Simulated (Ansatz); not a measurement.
# Mg (P6/mmm, 1 atom in the cell): a soft mode frozen in, part 2 of 2

Wanted: the energy along a soft mode of Mg (P6/mmm, 1 atom in the cell) and the structure at the end.

Ansatz 0.2.0; DFT PBEsol, scalar-relativistic, plane waves, PAW.

So far, highest frequency on the path or at a solved wavevector (cm⁻¹): step 2 (phonons on a q mesh) 258. Also lowest frequency on the path (cm⁻¹): step 2 -128.

This is not the structure that Mg takes at ambient pressure and room temperature (hexagonal, No. 194); it is a model or a phase of other conditions.

## 6. Relaxing from the distorted cell

Starting from the lowest point found, all atoms and the cell are let go, so that strain and other modes of the same symmetry can join in.

input.yaml reads:

```yaml
crystal:
  lattice:
    - [3.0755538064, 0.0, 0.0]
    - [1.5377769032, 2.6635077271, 0.0]
    - [0.0, 0.0, 6.1250487076]
  atoms:
    - { symbol: Mg, position: [0.2252668516, -0.1126334258, 0.0] }
    - { symbol: Mg, position: [-0.2252668516, 0.1126334258, 0.5] }
kpoints:
  mp_grid: { grid: [15, 15, 6] }
hamiltonian:
  xc: pbesol
scf:
  occupations: { method: methfessel_paxton, width: 0.15 }
output:
  forces: true
  stress: true
  eigenvalues: true
relax:
  adjacent_minimum: "off"
  f_tol: 0.002
  max_steps: 120
  cell: { stress_tol: 0.03 }
```

Command:

```bash
$ ansatz run input.yaml --threads 4 --pin off --max-ram 7168MiB --backend cpu --events-out ev --progress --plain --runs-dir out
```

Numbers of over 12 decimals in the logs are rounded to 6 here.

Output:

```text
[...]
Crystal: 2 atoms, lattice volume = 50.175 Å³
Basis set: ecut = 420 eV, 1005 PW (Γ), exchange–correlation on 48×48×90 points (8 copies of the dense FFT grid, shifted against one another)
Bands: 14, of which v1, the nominal top of the filled ones, is band 10 counted from 1 (9 counted from 0)
Symmetry: 8 space group operations
[...]
k-points: 256 of 1350
[...]
SCF iter   1: F=—  HF=-3823.865791 eV  |F-HF|=—  |Δ(HF+E_count)|=         —  Δρ=1.79e-3  dr2=9.94e-4  ethr=1.77e-3  ⟨swp⟩=5.0  Hψ=17694  notcnv=0
[...]
SCF iter   5: F=-3823.864430 eV  HF=-3823.864430 eV  |F-HF|=2.33e-8  |Δ(HF+E_count)|=   4.02e-7  S|Δr|=    0.00e0  Δρ=9.68e-6  dr2=3.08e-8  ethr=5.00e-10  ⟨swp⟩=5.6  Hψ=15909  notcnv=0
SCF 1 converged in 5 iterations: F = -3823.864430 eV  dr2 = 3.08e-8
[...]
relax step   1: F+E_penalty+E_count = -3823.86442983 eV  Δ(F+E_penalty+E_count) = +0.000e0 eV  max|allowed force component| = 1.635e-1 eV/Å  Δτ_max = 0.0000 Å  P = -1.323 GPa  Ω = 50.175 Å³  (5 SCF iters, dr2 threshold 1.00e-7 eV, accepted)
Crystal: 2 atoms, lattice volume = 48.260 Å³
Basis set: ecut = 420 eV, 931 PW (Γ), exchange–correlation on 48×48×90 points (8 copies of the dense FFT grid, shifted against one another)
[...]
iter 1 solved again at ethr=3.96e-5 eV; its pass at ethr=3.10e-3 eV (dr2=7.91e-3 eV) is discarded
[...]
SCF iter   5: F=-3823.983873 eV  HF=-3823.983873 eV  |F-HF|=8.00e-9  |Δ(HF+E_count)|=   1.26e-7  S|Δr|=    0.00e0  Δρ=9.89e-6  dr2=4.12e-8  ethr=1.00e-9  ⟨swp⟩=5.5  Hψ=18403  notcnv=0
SCF 2 converged in 5 iterations: F = -3823.983873 eV  dr2 = 4.12e-8
relax step   2: F+E_penalty+E_count = -3823.98387347 eV  Δ(F+E_penalty+E_count) = -1.194e-1 eV  max|allowed force component| = 1.029e-1 eV/Å  Δτ_max = 0.1466 Å  P = -1.196 GPa  Ω = 48.260 Å³  energy of the carried Pulay correction = +2.556e-5 eV  (5 SCF iters, dr2 threshold 2.00e-7 eV, accepted)
Crystal: 2 atoms, lattice volume = 45.957 Å³
Basis set: ecut = 420 eV, 899 PW (Γ), exchange–correlation on 48×48×90 points (8 copies of the dense FFT grid, shifted against one another)
[...]
SCF iter   5: F=-3824.053476 eV  HF=-3824.053476 eV  |F-HF|=2.81e-8  |Δ(HF+E_count)|=   1.06e-7  S|Δr|=    0.00e0  Δρ=1.31e-5  dr2=4.41e-8  ethr=1.00e-9  ⟨swp⟩=5.3  Hψ=17809  notcnv=0
SCF 3 converged in 5 iterations: F = -3824.053476 eV  dr2 = 4.41e-8
relax step   3: F+E_penalty+E_count = -3824.05347574 eV  Δ(F+E_penalty+E_count) = -6.960e-2 eV  max|allowed force component| = 6.266e-2 eV/Å  Δτ_max = 0.0727 Å  P = -0.257 GPa  Ω = 45.957 Å³  energy of the carried Pulay correction = +5.767e-5 eV  (5 SCF iters, dr2 threshold 2.00e-7 eV, accepted)
[...]
relax step   4: F+E_penalty+E_count = -3824.10151039 eV  Δ(F+E_penalty+E_count) = -4.803e-2 eV  max|allowed force component| = 1.296e-2 eV/Å  Δτ_max = 0.0524 Å  P = -0.021 GPa  Ω = 45.000 Å³  energy of the carried Pulay correction = +7.146e-5 eV  (5 SCF iters, dr2 threshold 2.00e-7 eV, accepted)
[...]
relax step   5: F+E_penalty+E_count = -3824.10369561 eV  Δ(F+E_penalty+E_count) = -2.185e-3 eV  max|allowed force component| = 1.665e-3 eV/Å  Δτ_max = 0.0149 Å  P = +0.089 GPa  Ω = 44.868 Å³  energy of the carried Pulay correction = +7.339e-5 eV  (4 SCF iters, dr2 threshold 2.00e-7 eV, accepted)
[...]
relax step   6: F+E_penalty+E_count = -3824.10476061 eV  Δ(F+E_penalty+E_count) = -1.065e-3 eV  max|allowed force component| = 2.217e-4 eV/Å  Δτ_max = 0.0004 Å  P = +0.030 GPa  Ω = 44.928 Å³  energy of the carried Pulay correction = +7.250e-5 eV  (3 SCF iters, dr2 threshold 2.00e-7 eV, accepted)
[...]
relax step   7: F+E_penalty+E_count = -3824.10485491 eV  Δ(F+E_penalty+E_count) = -9.429e-5 eV  max|allowed force component| = 1.047e-3 eV/Å  Δτ_max = 0.0019 Å  P = +0.004 GPa  Ω = 44.952 Å³  energy of the carried Pulay correction = +7.216e-5 eV  (3 SCF iters, dr2 threshold 1.37e-7 eV, accepted)
[...]
relax step   8: F+E_penalty+E_count = -3824.10495584 eV  Δ(F+E_penalty+E_count) = -1.009e-4 eV  max|allowed force component| = 2.339e-5 eV/Å  Δτ_max = 0.0007 Å  P = -0.000 GPa  Ω = 44.959 Å³  energy of the carried Pulay correction = +7.205e-5 eV  (3 SCF iters, dr2 threshold 7.37e-8 eV, accepted)
Basis set: ecut = 420 eV, 881 PW (Γ), exchange–correlation on 48×48×72 points (8 copies of the dense FFT grid, shifted against one another)
[...]
SCF iter   4: F=-3824.104874 eV  HF=-3824.104874 eV  |F-HF|=5.46e-12  |Δ(HF+E_count)|=   6.75e-9  S|Δr|=    0.00e0  Δρ=1.23e-7  dr2=2.01e-12  ethr=1.00e-12  ⟨swp⟩=4.0  Hψ=16530  notcnv=0
SCF 9 converged in 4 iterations: F = -3824.104874 eV  dr2 = 2.01e-12
relax step   9: F+E_penalty+E_count = -3824.10487423 eV  Δ(F+E_penalty+E_count) = +8.161e-5 eV  max|allowed force component| = 2.107e-5 eV/Å  Δτ_max = 0.0000 Å  P = +0.001 GPa  Ω = 44.959 Å³  stress off target by 5.04e-3 GPa  SCF on the basis re-selected at this cell (its energy is not comparable with the rows above)  (4 SCF iters)
basis re-selected at this cell: Δ(F+E_penalty+E_count) = +8.161e-5 eV, ΔP = +0.001 GPa vs the last step (what re-selecting the basis moved, of the pressure what is left beyond the Pulay correction that the steps carried, after the strain that the cell walked since its last selection, with what the two solves' SCF thresholds leave and, on support functions, any second-order correction that the steps lacked; it is no measure of the basis error at this ecutwfc). The dense FFT grid was sized anew with the basis: this SCF ran on 24×24×36 points, the steps before it on 24×24×45, so part of this shift can come from that change (see relax.cell in the input reference). [rest of the remark cut]
SCF converged after 4 iterations
[...]
Free energy (F): -3824.104874 eV
[...]
Internal energy: -3824.104034 eV  (E = F + TS)
E sigma→0 (E₀):  -3824.104664 eV
Entropy (-TS):   -0.000840 eV (-0.420 meV/atom)
Fermi energy:    5.735665 eV
[...]
--- Forces (eV/Å), atoms counted from 1 ---
  atom   1  Mg     0.00002107    -0.00001216    -0.00000000
  atom   2  Mg    -0.00002107     0.00001216     0.00000000
  max |Σ_I F_I| component: 6.94e-18 eV/Å
--- Stress (GPa, compression-positive) ---
       -0.001291       0.003654       0.000000
        0.003654       0.002928       0.000000
        0.000000       0.000000       0.000442
  P = ⅓ Tr σ = 0.0007 GPa (0.007 kbar)
--- Band table (eV; the first three rows and the last of 256) ---
  k-point 0: bands = [... 6 lower, -36.7647, -36.7647, -1.2398, 4.0663, 4.5429, 16.8304, 16.8398, 16.9833]
  k-point 1: bands = [... 6 lower, -36.7651, -36.7651, -1.0815, 2.6280, 6.2531, 16.2243, 16.9531, 16.9624]
  k-point 2: bands = [... 6 lower, -36.7660, -36.7660, -0.6084, 1.2574, 8.4390, 13.5252, 17.2891, 17.2982]
  k-point 255: bands = [... 6 lower, -36.7736, -36.7736, 4.7183, 4.7183, 5.4009, 5.4009, 12.4031, 12.4031]
--- Relaxed structure (8 steps of the walk, 8 accepted, 1 SCFs on fresh bases) ---
  F+E_penalty+E_count = -3824.10487423 eV   max|allowed force component| = 2.107e-5 eV/Å   (the final SCF, on the basis selected at the relaxed cell)
  cell:  # Å, volume = 44.9595 Å³
    - [3.174587, -0.000565732, -2.161509372102031e-17]
    - [1.586803, 2.748424, -1.083474392192226e-17]
    - [-4.3047044595390697e-17, 0, 5.152356]
  atoms:
    - { symbol: Mg, position: [0.333242, -0.166621, 2.257243278147184e-18] }
    - { symbol: Mg, position: [-0.333242, 0.166621, 0.500000] }
```

The job ended after 16 s (4 threads of Arm Neoverse V2, shared host; peak memory 0.45 GiB; 59 s of CPU time).

Step by step:

```csv
step,energy less that of the first step (eV),largest force component (eV/Å),pressure (GPa),volume (Å³)
1,0.0000,0.1635,-1.32,50.17
2,-0.1194,0.1029,-1.20,48.26
3,-0.1890,0.0627,-0.26,45.96
4,-0.2371,0.0130,-0.02,45.00
5,-0.2393,0.0017,0.09,44.87
6,-0.2403,0.0002,0.03,44.93
7,-0.2404,0.0010,0.00,44.95
8,-0.2405,0.0000,0.00,44.96
9*,-0.2404,0.0000,0.00,44.96
```

Relaxation steps marked * repeat the geometry before them on a plane-wave basis chosen anew for their cell, so energy and pressure can jump there.

The run keeps the 8 symmetry operations that it works with, so distortions that break them were not tested.

```
     cell as run  before  after   change
           a (Å)   3.076  3.175   +3.2 %
           b (Å)   3.076  3.174   +3.2 %
           c (Å)   6.125  5.152  -15.9 %
           γ (°)   60.00  60.01   +0.0 %
volume (Å³/atom)   25.09  22.48  -10.4 %
```

The atoms that moved most (Å, as changes of fractional coordinates times the final cell):

```
atom      dx      dy     dz  length
 Mg1   0.257  -0.148  0.000   0.297
 Mg2  -0.257   0.148  0.000   0.297
```

Final coordinates:

```xyz
2
Lattice="3.1746 -0.0006 0.0000 1.5868 2.7484 0.0000 0.0000 0.0000 5.1524" Properties=species:S:1:pos:R:3 pbc="T T T"
Mg    0.7935   -0.4581    0.0000
Mg   -0.7935    0.4581    2.5762
```

Numbers from this step:

| Property | Result |
| --- | --- |
| pressure | 6.93e-4 GPa |
| volume per atom | 22.48 Å³ |

The distorted start has space group Cmcm; the relaxation ends in P6_3/mmc.

## 7. The new phase in its own primitive cell

The relaxed structure is symmetrised, reduced to its primitive cell and relaxed tightly, as its phonons need.

input.yaml, the sections that differ from step 6:

```yaml
crystal:
  lattice:
    - [3.1745866925, 0.0, 0.0]
    - [-1.5872933463, 2.7492727222, 0.0]
    - [0.0, 0.0, 5.152355517]
  atoms:
    - { symbol: Mg, position: [0.6666666667, 0.3333333333, 0.25] }
    - { symbol: Mg, position: [0.3333333333, 0.6666666667, 0.75] }
kpoints:
  mp_grid: { grid: [15, 15, 8] }
relax:
  adjacent_minimum: "off"
  f_tol: 0.001
  max_steps: 60
  cell: { stress_tol: 0.01 }
# hamiltonian, scf, output: as in step 6
```

Output:

```text
[...]
Crystal: 2 atoms, lattice volume = 44.969 Å³
Basis set: ecut = 420 eV, 881 PW (Γ), exchange–correlation on 48×48×72 points (8 copies of the dense FFT grid, shifted against one another)
Bands: 14, of which v1, the nominal top of the filled ones, is band 10 counted from 1 (9 counted from 0)
Symmetry: 24 space group operations
[...]
k-points: 135 of 1800
[...]
k-point 134: bands = [... 6 lower, -36.7816, -36.7816, 5.9361, 5.9361, 6.4162, 6.4162, 7.3210, 7.3210]
--- Relaxed structure (4 steps of the walk, 4 accepted, 1 SCFs on fresh bases) ---
[...]
cell:  # Å, volume = 45.0032 Å³
    - [3.190055, 2.9008275590583093e-11, 0.0]
    - [-1.595027, 2.762668, 0.0]
    - [0.0, 0.0, 5.106423]
  atoms:
    - { symbol: Mg, position: [0.666667, 0.333333, 0.250000] }
    - { symbol: Mg, position: [0.333333, 0.666667, 0.750000] }
[key lines of the parts left out:]
SCF converged after 5 iterations
Free energy (F): -3824.102155 eV
Fermi energy:    5.768857 eV
P = ⅓ Tr σ = -0.0067 GPa (-0.067 kbar)
```

Run time: 3.7 s. Hardware: 4 threads; peak memory 0.37 GiB; 13 s of CPU time.

Step by step:

| step | energy less that of the first step (eV) | largest force component (eV/Å) | pressure (GPa) | volume (Å³) |
| --- | --- | --- | --- | --- |
| 1 | 0.0000 | 0.0000 | 0.02 | 44.97 |
| 2 | -0.0008 | 0.0000 | 0.00 | 44.99 |
| 3 | -0.0010 | 0.0000 | 0.01 | 44.98 |
| 4 | -0.0010 | 0.0000 | -0.01 | 45.00 |
| 5* | -0.0010 | 0.0000 | -0.01 | 45.00 |

Relaxation steps marked * repeat the geometry before them on a plane-wave basis chosen anew for their cell, so energy and pressure can jump there.

The run keeps the 24 symmetry operations that it works with, so distortions that break them were not tested.

```
conventional cell, symmetrised  before  after  change
                         a (Å)   3.175  3.190  +0.5 %
                         b (Å)   3.175  3.190  +0.5 %
                         c (Å)   5.152  5.106  -0.9 %
              volume (Å³/atom)   22.48  22.50  +0.1 %
```

Final coordinates:

```
Mg
1.0
     3.19005    0.00000    0.00000
    -1.59503    2.76267    0.00000
     0.00000    0.00000    5.10642
Mg
2
Direct
  0.66667 0.33333 0.25000
  0.33333 0.66667 0.75000
```

Numbers from this step:

| Item | Value |
| --- | --- |
| pressure | -0.006747 GPa |
| volume per atom | 22.50 Å³ |

The forces vanish by symmetry and the pressure is -0.007 GPa, within the tolerances set. The cell now holds 22.50 Å³/atom.

## 8. Modes of the new phase, k-mesh 15×15×8

A relaxed structure may still be a saddle point, so its zone-centre modes are computed. No field response is asked, since the mesh shows no gap.

input.yaml, the sections that differ from step 7:

```yaml
crystal:
  lattice:
    - [3.1900547496, 0.0, 0.0]
    - [-1.5950273748, 2.7626684526, 0.0]
    - [0.0, 0.0, 5.1064226482]
  atoms:
    - { symbol: Mg, position: [0.6666666667, 0.3333333333, 0.25] }
    - { symbol: Mg, position: [0.3333333333, 0.6666666667, 0.75] }
output:
  eigenvalues: true
phonons:
  method: dfpt
# kpoints, hamiltonian, scf: as in step 7
# relax: removed
```

Output:

```text
zone centre: on kpoints.mp_grid the ground state, and the responses unless they are solved on pairs of k-points, stand on 320 of the mesh's 1800 k-points, reduced under 4 symmetry operations, with k and −k counted as one. Each operation leaves every solved displacement unchanged or reverses it
[...]
Crystal: 2 atoms, lattice volume = 45.003 Å³
Basis set: ecut = 420 eV, 881 PW (Γ), exchange–correlation on 48×48×72 points (8 copies of the dense FFT grid, shifted against one another)
Bands: 14, of which v1, the nominal top of the filled ones, is band 10 counted from 1 (9 counted from 0)
Symmetry: 24 space group operations
k-points: 320 of 1800 (irreducible under 4 space group operations, time reversal used)
[...]
SCF iter   1: F=—  HF=-3824.103530 eV  |F-HF|=—  |Δ(HF+E_count)|=         —  Δρ=2.07e-3  dr2=1.05e-3  ethr=1.77e-3  ⟨swp⟩=5.0  Hψ=21961  notcnv=0
[...]
SCF iter   7: F=-3824.102155 eV  HF=-3824.102155 eV  |F-HF|=9.09e-13  |Δ(HF+E_count)|=  3.64e-12  S|Δr|=    0.00e0  Δρ=6.64e-8  dr2=8.74e-13  ethr=1.00e-12  ⟨swp⟩=5.1  Hψ=16252  notcnv=0
SCF 1 converged in 7 iterations: F = -3824.102155 eV  dr2 = 8.74e-13
[...]
DFPT response loops at Γ: preconditioner auto → Kerker (q_TF=auto, 2.383 Å⁻¹) (partly filled bands, converged f_vac=0.000); β = 1.00, the filter's whole step (`scf.mixing.beta` (0.50) is not read by the response loops under this deck's `scf.mixing.preconditioner`; to damp them name `kerker` or `kerker_dos`, under which they read `scf.mixing.beta`, and type it under 1.00, their step now; both keys bind the ground state too); Broyden in place of MSR1
SCF converged after 7 iterations
[...]
Free energy (F): -3824.102155 eV
[...]
Internal energy: -3824.101148 eV  (E = F + TS)
E sigma→0 (E₀):  -3824.101903 eV
Entropy (-TS):   -0.001007 eV (-0.504 meV/atom)
Fermi energy:    5.768857 eV
[...]
--- Band table (eV; the first three rows and the last of 320) ---
  k-point 0: bands = [... 6 lower, -36.7747, -36.7747, -1.2438, 4.1344, 4.6643, 16.6726, 16.6726, 16.7890]
  k-point 1: bands = [... 6 lower, -36.7750, -36.7750, -1.1531, 3.0803, 5.8737, 16.7441, 16.7441, 16.8497]
  k-point 2: bands = [... 6 lower, -36.7756, -36.7756, -0.8816, 1.9591, 7.4607, 15.1447, 16.9505, 16.9505]
  k-point 319: bands = [... 6 lower, -36.7820, -36.7820, 3.3360, 3.3360, 8.2277, 8.2277, 9.7072, 9.7072]
--- Phonons (Γ-DFPT): 2 representative perturbations + reference, on 320 of 1800 k-points (Σ response iterations 6) ---
  k mesh reduced under 4 symmetry operations, with k and −k counted as one. Each operation leaves every solved displacement unchanged or reverses it
  ASR residual: 6.494e-5 → 0.000e0 eV/Å²; symmetrization residual: 6.914e-13 eV/Å²
  ASR residual per site (eV/Å²): 6.49e-5 6.49e-5
  Γ frequencies (cm⁻¹): 0.00 0.00 0.00 130.62 130.62 256.51
  non-analytic LO–TO correction: not included (Born effective charges unavailable; polar crystals: no LO–TO splitting at Γ)
```

It took 8.2 s on 4 threads; peak memory 0.7 GiB.

Numbers from this step:

* sum-rule residual before enforcement: 6.49e-5 eV/Å²
* point group: 6/mmm
* highest optical mode at the zone centre (no LO-TO term): 256.5 cm⁻¹
* lowest optical zone-centre mode: 130.6 cm⁻¹

Patterns of degenerate modes are one choice out of their space. Modes at Γ:

```csv
mode,frequency (cm⁻¹),symmetry
1,0.0,acoustic
2,0.0,acoustic
3,0.0,acoustic
4,130.6,E2g
5,130.6,E2g
6,256.5,B1g
```

Displacements in mode 5 (130.6 cm⁻¹), the largest set to 1:
```
Mg1  0.00  1.00  0.00
Mg2  0.00 -1.00  0.00
```

Displacements in mode 6 (256.5 cm⁻¹), the largest set to 1:
```
Mg1  0.00  0.00  1.00
Mg2  0.00  0.00 -1.00
```

Before it was imposed, the acoustic sum rule was missed by 6.5e-5 eV/Å². Small misses are needed for a sound result but don't prove that mesh and cutoff are converged. The lowest optical mode is real, 131 cm⁻¹.

## 9. Results

```
unstable mode of the parent                                                      : q = (0, 0, -0.5), 111i cm⁻¹
depth at the lowest point sampled                                                : 116 meV/atom
largest atomic shift at that point                                               : 0.6 Å
space group reached (within 0.01 Å)                                              : P6_3/mmc
energy gained over the parent (first relaxation, on the mesh of the frozen mode) : 236 meV/atom
volume per atom, phase reached                                                   : 22.5 Å³
lowest optical zone-centre mode, phase reached                                   : 131 cm⁻¹
highest optical mode at the zone centre (no LO-TO term), phase reached           : 257 cm⁻¹
```

**Reading.** Along this mode the structure falls into P6_3/mmc, 236 meV/atom below the parent. At the parent's cell the well is 115.8 meV/atom deep on the steps tried, with its lowest point at a shift of 0.6 Å. That is the last step tried, so the steps alone don't bracket the bottom of the well. Relaxing atoms and cell changes the gain by +120.25 meV/atom against the lowest step (energies at zero smearing). The new phase has no imaginary mode at the zone centre of its cell; other wavevectors were not checked. Of the 3 patterns followed to their end from this parent, this one reaches the lowest energy. Each path keeps the symmetry of its pattern, so a lower phase may lie along a pattern not tried. With no gap, or one that is small against the smearing, the frequencies hang on the k mesh and the smearing, most of all near Kohn anomalies. A phonon run warned that its eigensolver left some bands unconverged in a pass.

[Logs are printed without paths, hosts, clocks, repeated set-up lines and the standing remarks that a program may print on its own settings, such as how far it seeks lower states.]

[Hosts, paths, dates, database ids (printed as entryN), source tags and the programs' standing remarks are cut or masked in the printed files.]
